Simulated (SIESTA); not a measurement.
Cu:

```
CELL_PARAMETERS angstrom
0.00000 1.80750 1.80750
1.80750 0.00000 1.80750
1.80750 1.80750 0.00000
ATOMIC_POSITIONS crystal
Cu 0.00000 0.00000 0.00000
```

Base run:

| Property | Result |
| --- | --- |
| Program | SIESTA 5.4.2 |
| Functional | PBE |
| Potentials or basis | PseudoDojo 0.4 standard (PBE files) |
| Basis | DZP (energy shift 0.003 Ry; two zetas on semicore shells) |
| Grid cutoff | 800 Ry |
| Energy shift | 0.003 Ry |
| k mesh | 13 × 13 × 13 |
| Occupations | fermi-dirac, width 0.05 eV |
| Spin | no spin polarisation |

Its results: band gap on the k mesh none (metal or under the smearing width); pressure 1.1 GPa.

Task: The run is repeated on the same cell with these changes: functional from PBE to revPBE. What comes out?

Result: Band gap on the k mesh none (metal or under the smearing width); pressure 5.4 GPa.

revPBE binds less tightly than PBE, so the same cell stands under more pressure.

Caveats: short orbitals over semicore shells can move pressures by several GPa; the basis of atomic orbitals isn't converged, which shifts pressures, moduli and gaps; the potentials were made for another functional, which shifts forces and pressure (some runs).
